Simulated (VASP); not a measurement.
# Sn (Im-3m) in VASP: further runs

Runs on Sn. Level: PBEsol. Tasks: single point.

Everything below comes from runs of VASP 6.6.1. Logs are shortened: lines on timing, memory, paths and dates and some standing lists are left out, and cuts for length are marked.

### Step 1. Starting point

The structure is cubic, space group Im-3m (No. 229). Conventional cell: a = 3.789 Å, b = 3.789 Å, c = 3.789 Å, α = 90.00°, β = 90.00°, γ = 90.00°. Sn (site symmetry m-3m) has 8 Sn at 3.28 Å as nearest neighbours.

This isn't the form of Sn at room conditions, which is tetragonal (white tin).

### Step 2. Single point, PBEsol

The input, INCAR:

```
ALGO     = Normal         # electronic algorithm
EDIFF    = 1E-6           # SCF threshold, eV
ENCUT    = 520            # plane-wave cutoff, eV
GGA      = PS             # functional
ISIF     = 2              # what is computed and relaxed
ISMEAR   = -1             # smearing method
LASPH    = True           # aspherical terms in the spheres
LCHARG   = True           # write CHGCAR
LELF     = True           # ELF
LREAL    = False          # projectors in reciprocal space
LVHAR    = True         
LWAVE    = False          # write WAVECAR
NBANDS   = 13             # bands
NELM     = 100            # most SCF steps
PREC     = Accurate       # precision mode
SIGMA    = 0.15           # smearing width, eV
```

The input, KPOINTS:

```
k-points
0
Gamma
  7 7 7
```

The input, POSCAR:

```
Sn
1.0
   -1.8946500000      1.8946500000      1.8946500000
    1.8946500000     -1.8946500000      1.8946500000
    1.8946500000      1.8946500000     -1.8946500000
Sn
1
Direct
    0.0000000000      0.0000000000      0.0000000000
```

Potentials or basis: VASP PAW PBE potentials, release 64 (Sn_d).

Launch:

```
$ cat potpaw_PBE.64/Sn_d/POTCAR > POTCAR
$ mpirun -np 1 vasp_std > vasp.out
```

OUTCAR:

```text
EDIFF = 1E-6
   ENCUT = 520
   GGA = PS
   ISIF = 2
   ISMEAR = -1
   LASPH = True
   LREAL = False
   NELM = 100
   PREC = Accurate

 ion  position               nearest neighbor table
   1  0.000  0.000  0.000-

  LATTYP: Found a body centered cubic cell.
 ALAT       =     3.7893000000

  Lattice vectors:

 A1 = (  -1.8946500000,   1.8946500000,   1.8946500000)
 A2 = (   1.8946500000,  -1.8946500000,   1.8946500000)
 A3 = (   1.8946500000,   1.8946500000,  -1.8946500000)

Analysis of symmetry for initial positions (statically):
=====================================================================
 Subroutine PRICEL returns:
 Original cell was already a primitive cell.

 Routine SETGRP: Setting up the symmetry group for a
 body centered cubic supercell.

 Subroutine GETGRP returns: Found 48 space group operations
 (whereof 48 operations were pure point group operations)
 out of a pool of 48 trial point group operations.

The static configuration has the point symmetry O_h .

Analysis of symmetry for dynamics (positions and initial velocities):
=====================================================================
 Subroutine PRICEL returns:
 Original cell was already a primitive cell.

 Routine SETGRP: Setting up the symmetry group for a
 body centered cubic supercell.

 Subroutine GETGRP returns: Found 48 space group operations
 (whereof 48 operations were pure point group operations)
 out of a pool of 48 trial point group operations.

The dynamic configuration has the point symmetry O_h .

 Subroutine INISYM returns: Found 48 space group operations
 (whereof 48 operations are pure point group operations),
 and found     1 'primitive' translations

----------------------------------------------------------------------------------------

                                     Primitive cell

  volume of cell :      27.2049

  direct lattice vectors                    reciprocal lattice vectors
    -1.894650000  1.894650000  1.894650000     0.000000000  0.263900984  0.263900984
     1.894650000 -1.894650000  1.894650000     0.263900984  0.000000000  0.263900984
     1.894650000  1.894650000 -1.894650000     0.263900984  0.263900984  0.000000000

  length of vectors
     3.281630063  3.281630063  3.281630063     0.373212351  0.373212351  0.373212351

  position of ions in fractional coordinates (direct lattice)
     0.000000000  0.000000000  0.000000000

  ion indices of the primitive-cell ions
   primitive index   ion index
                 1           1

----------------------------------------------------------------------------------------

 KPOINTS: k-points

Automatic generation of k-mesh.
 Grid dimensions read from file:
 generate k-points for:    7    7    7

 Generating k-lattice:

  Cartesian coordinates                     Fractional coordinates (reciprocal lattice)
     0.000000000  0.037700141  0.037700141     0.142857143  0.000000000  0.000000000
     0.037700141  0.000000000  0.037700141     0.000000000  0.142857143  0.000000000
     0.037700141  0.037700141  0.000000000     0.000000000  0.000000000  0.142857143

  Length of vectors
     0.053316050  0.053316050  0.053316050

  Shift w.r.t. Gamma in fractional coordinates (k-lattice)
     0.000000000  0.000000000  0.000000000

 Subroutine IBZKPT returns following result:
 ===========================================

 Found     20 irreducible k-points:

 Following reciprocal coordinates:
            Coordinates               Weight
  0.000000  0.000000  0.000000      1.000000
  0.142857  0.000000  0.000000     12.000000
  0.285714  0.000000  0.000000     12.000000
  0.428571  0.000000  0.000000     12.000000
  0.142857  0.142857  0.000000     24.000000
  0.285714  0.142857  0.000000     48.000000
[... 12 lines left out ...]
 -0.428571 -0.428571  0.285714      8.000000
 -0.428571  0.428571  0.428571      6.000000
   k-points           NKPTS =     20   k-points in BZ     NKDIM =     20   number of bands    NBANDS=     13
   number of dos      NEDOS =    301   number of ions     NIONS =      1
   total plane-waves  NPLWV =  13824
   dimension x,y,z NGX =    24 NGY =   24 NGZ =   24
   dimension x,y,z NGXF=    48 NGYF=   48 NGZF=   48
   ions per type =               1
   NGX,Y,Z   is equivalent  to a cutoff of  12.16, 12.16, 12.16 a.u.
   NGXF,Y,Z  is equivalent  to a cutoff of  24.32, 24.32, 24.32 a.u.
 SYSTEM =  unknown system
   PREC   = accura    normal or accurate (medium, high low for compatibility)
   ISTART =      0    job   : 0-new  1-cont  2-samecut
   ICHARG =      2    charge: 1-file 2-atom 10-const
   ISPIN  =      1    spin polarized calculation?
   LNONCOLLINEAR =      F non collinear calculations
   LSORBIT =      F    spin-orbit coupling
   LASPH  =      T    aspherical Exc in radial PAW
   ENCUT  =  520.0 eV  38.22 Ry    6.18 a.u.   6.10  6.10  6.10*2*pi/ulx,y,z
   NELM   =    100;   NELMIN=  2; NELMDL= -5     # of ELM steps
   EDIFF  = 0.1E-05   stopping-criterion for ELM
   LREAL  =      F    real-space projection
   EDIFFG = 0.1E-04   stopping-criterion for IOM
   NSW    =      0    number of steps for IOM
   IBRION =     -1    ionic relax: 0-MD 1-quasi-New 2-CG
   NFREE  =      0    steps in history (QN), initial steepest desc. (CG)
   ISIF   =      2    stress and relaxation
   ISYM   =      2    0-nonsym 1-usesym 2-fastsym
   POTIM  = 0.5000    time-step for ionic-motion
   TEBEG  =    0.0;   TEEND  =   0.0 temperature during run
   PSTRESS=    0.0 pullay stress
   NELECT =      14.0000    total number of electrons
   NUPDOWN=      -1.0000    fix difference up-down
   EMIN   =  10.00;   EMAX   =-10.00  energy-range for DOS
   EFERMI =   0.00;   METHOD = LEGACY
   ISMEAR =    -1;   SIGMA  =   0.15  broadening in eV -4-tet -1-fermi 0-gaus
   EFERMI_NEDOS =   21; number of points for ismear=-14 and -15
   IALGO  =     38    algorithm
   IMIX   =      4    mixing-type and parameters
     AMIX     =   0.40;   BMIX     =  1.00
     AMIX_MAG =   1.60;   BMIX_MAG =  1.00
  volume/ion in A,a.u.               =      27.20       183.59
  Fermi-wavevector in a.u.,A,eV,Ry     =   1.311903  2.479138 23.416858  1.721090
  Thomas-Fermi vector in A             =   2.442333
   LORBIT       =      0    0 simple, 1 ext, 2 COOP (PROOUT), +10 PAW based schemes
   GGA     = PS    functional components
   LHFCALC =     F    Hartree Fock is set to
   AEXX    =    0.0000 exact exchange contribution
   IVDW    =     0    specifies the selected vdW correction
   LEPSILON=     F    determine dielectric tensor
   LRPA    =     F    only Hartree local field effects (RPA)
 non-spin polarized calculation
  energy-cutoff  :      520.00
  volume of cell :       27.20
 maximum number of plane-waves:       741
   NGX = 13   NGY = 13   NGZ = 13

 number of electron      13.9999996 magnetization

 Free energy of the ion-electron system (eV)
  ---------------------------------------------------
  ext. energy  EPLUGINS =         0.00000000
  ---------------------------------------------------
  free energy    TOTEN  =        -4.27258465 eV

  energy without entropy =       -4.23274525  energy(sigma->0) =       -4.25266495

 E-fermi :   8.0709     XC(G=0): -10.5001

 val. band max:        7.8970204608   @ k =   0.1429   0.1429   0.1429
 cond. band min:       8.2775518320   @ k =   0.2857   0.1429   0.1429
 fundamental gap:      0.3805313712
 Fermi energy:         8.0709089327

 k-point     1 :       0.0000    0.0000    0.0000
  band No.  band energies     occupation
      1     -13.5221      2.00000
      2     -13.5221      2.00000
      3     -13.5221      2.00000
      4     -13.3827      2.00000
      5     -13.3827      2.00000
      6      -3.1730      2.00000
      7      15.8610      0.00000
      8      15.8610      0.00000
      9      15.8610      0.00000
     10      20.0374      0.00000
     11      20.0374      0.00000
     12      20.0374      0.00000
     13      20.6646      0.00000

 k-point     2 :       0.1429    0.0000    0.0000
  band No.  band energies     occupation
      1     -13.5308      2.00000
      2     -13.5101      2.00000
      3     -13.4809      2.00000
      4     -13.3919      2.00000
      5     -13.3839      2.00000
      6      -2.7280      2.00000
      7      12.8279      0.00000
      8      14.4971      0.00000
      9      15.2978      0.00000
     10      17.8895      0.00000
     11      18.2604      0.00000
     12      19.6736      0.00000
     13      21.5923      0.00000

 k-point     3 :       0.2857    0.0000    0.0000
  band No.  band energies     occupation
      1     -13.5504      2.00000
      2     -13.4962      2.00000
      3     -13.4016      2.00000
      4     -13.3866      2.00000
      5     -13.3865      2.00000
      6      -1.3942      2.00000
      7       8.3157      0.32709
      8      12.6832      0.00000
      9      14.1750      0.00000
     10      16.5677      0.00000
     11      16.9227      0.00000
     12      20.5950      0.00000
     13      22.4461      0.00000

 k-point     4 :       0.4286    0.0000    0.0000
  band No.  band energies     occupation
      1     -13.5659      2.00000
      2     -13.5034      2.00000
      3     -13.3930      2.00000
      4     -13.3884      2.00000
      5     -13.3096      2.00000
      6       0.7190      2.00000
      7       4.4891      2.00000
      8      11.6484      0.00000
      9      13.4413      0.00000
     10      15.9425      0.00000
     11      16.2635      0.00000
     12      22.3791      0.00000
     13      23.5854      0.00000

 k-point     5 :       0.1429    0.1429    0.0000
  band No.  band energies     occupation
      1     -13.5323      2.00000
      2     -13.5047      2.00000
      3     -13.4165      2.00000
      4     -13.4033      2.00000
      5     -13.3859      2.00000
      6      -1.8378      2.00000
      7      10.1872      0.00000
      8      11.7843      0.00000
      9      13.8799      0.00000
     10      17.9060      0.00000
     11      18.2461      0.00000
     12      20.3643      0.00000
     13      22.2030      0.00000
[... 193 lines left out ...]
 k-point    18 :      -0.4286    0.4286    0.2857
  band No.  band energies     occupation
      1     -13.5034      2.00000
      2     -13.4769      2.00000
      3     -13.4163      2.00000
      4     -13.3746      2.00000
      5     -13.3229      2.00000
      6       2.3771      2.00000
      7       6.1530      1.99999
      8       8.6568      0.03946
      9       9.9442      0.00001
     10      13.7595      0.00000
     11      16.5839      0.00000
     12      21.9667      0.00000
     13      22.7399      0.00000

 k-point    19 :      -0.4286   -0.4286    0.2857
  band No.  band energies     occupation
      1     -13.5087      2.00000
      2     -13.5087      2.00000
      3     -13.3993      2.00000
      4     -13.3283      2.00000
      5     -13.3283      2.00000
      6       3.7327      2.00000
      7       6.4035      1.99997
      8       6.4035      1.99997
      9      10.5143      0.00000
     10      13.9663      0.00000
     11      13.9663      0.00000
     12      21.9126      0.00000
     13      26.6589      0.00000

 k-point    20 :      -0.4286    0.4286    0.4286
  band No.  band energies     occupation
      1     -13.5346      2.00000
      2     -13.5264      2.00000
      3     -13.3322      2.00000
      4     -13.3322      2.00000
      5     -13.3289      2.00000
      6       4.2501      2.00000
      7       7.6900      1.85368
      8       7.6900      1.85368
      9       7.7161      1.82825
     10      11.9340      0.00000
     11      13.2285      0.00000
     12      25.3903      0.00000
     13      26.9851      0.00000

------------------------ aborting loop because EDIFF is reached ----------------------------------------

  FORCE on cell =-STRESS in cart. coord.  units (eV):
  Direction    XX          YY          ZZ          XY          YZ          ZX
  --------------------------------------------------------------------------------------
  -------------------------------------------------------------------------------------
  Total       -0.3230999     -0.3230999     -0.3230999      0.0000000     -0.0000000      0.0000000
  in kB      -19.0283212    -19.0283212    -19.0283212      0.0000000     -0.0000000      0.0000000
  external PRESSURE =     -19.0283212 kB  Pullay stress =       0.0000000 kB

 VOLUME and BASIS-vectors are now :
 -----------------------------------------------------------------------------
  energy-cutoff  :      520.00
  volume of cell :       27.20
      direct lattice vectors                 reciprocal lattice vectors
    -1.894650000  1.894650000  1.894650000     0.000000000  0.263900984  0.263900984
     1.894650000 -1.894650000  1.894650000     0.263900984  0.000000000  0.263900984
     1.894650000  1.894650000 -1.894650000     0.263900984  0.263900984  0.000000000

 POSITION                                       TOTAL-FORCE (eV/Angst)
 -----------------------------------------------------------------------------------
      0.00000      0.00000      0.00000         0.000000     -0.000000     -0.000000
 -----------------------------------------------------------------------------------
    total drift:                               -0.000000      0.000000      0.000000

  FREE ENERGIE OF THE ION-ELECTRON SYSTEM (eV)
  ---------------------------------------------------
  free  energy   TOTEN  =        -4.2725846511 eV

  energy  without entropy=       -4.2327452480  energy(sigma->0) =       -4.25266495
```

It took 5.2 s on 1 thread of AMD EPYC 9R14 (Zen 4), shared host; peak memory 0.11 GiB.

Results:

| Item | Value |
| --- | --- |
| Free energy | -4.2726 eV |
| Pressure | -1.9 GPa |
| Band gap on the k mesh | none (metal or under the smearing width) |

Levels at points of the mesh, in eV from the Fermi level:
```
           k point  band 4  band 5  band 6  band 7  band 8  band 9  band 10  band 11
(0.00, 0.00, 0.00)  -21.45  -21.45  -11.24    7.79    7.79    7.79    11.97    11.97
```

Caveat: the PAW data sets were made with another functional, which shifts forces and pressure a little.

### Step 3. Single point, PBEsol

This run uses another cell than the first one, of 26.22 Å³/atom, 0.964 times its volume.

The input, INCAR:

```
SYSTEM = Sn
PREC = Accurate
ENCUT = 520
EDIFF = 1E-7
ISMEAR = -1
SIGMA = 0.15
LREAL = .FALSE.
LASPH = .TRUE.
NELM = 100
ALGO = Fast
ISIF = 2
LWAVE = .FALSE.
LCHARG = .TRUE.
GGA = PS
LELF = .TRUE.
LVHAR = .TRUE.
NBANDS = 13
```

The input, KPOINTS:

```
regular mesh
0
G
  7 7 7
  0 0 0
```

The input, POSCAR:

```
Sn
1.0
   -1.8715467555      1.8715467555      1.8715467555
    1.8715467555     -1.8715467555      1.8715467555
    1.8715467555      1.8715467555     -1.8715467555
Sn
1
Direct
    0.0000000000      0.0000000000      0.0000000000
```

Potentials or basis: VASP PAW PBE potentials, release 64 (Sn_d).

Launch:

```
$ cat potpaw_PBE.64/Sn_d/POTCAR > POTCAR
$ mpirun -np 1 vasp_std > vasp.out
```

Run time: 6.5 s. Hardware: 1 thread of AMD EPYC 9R14 (Zen 4), shared host; peak memory 0.1 GiB.

Results (log left out):

```
Free energy            : -4.2782 eV
Pressure               : 0.0 GPa
Band gap on the k mesh : none (metal or under the smearing width)
```

Levels at points of the mesh, in eV from the Fermi level:
| k point | band 5 | band 6 | band 7 | band 8 | band 9 | band 10 |
| --- | --- | --- | --- | --- | --- | --- |
| (0.00, 0.00, 0.00) | -21.47 | -11.52 | 8.13 | 8.13 | 8.13 | 12.03 |

Caveat: the PAW data sets were made with another functional, which shifts forces and pressure a little.
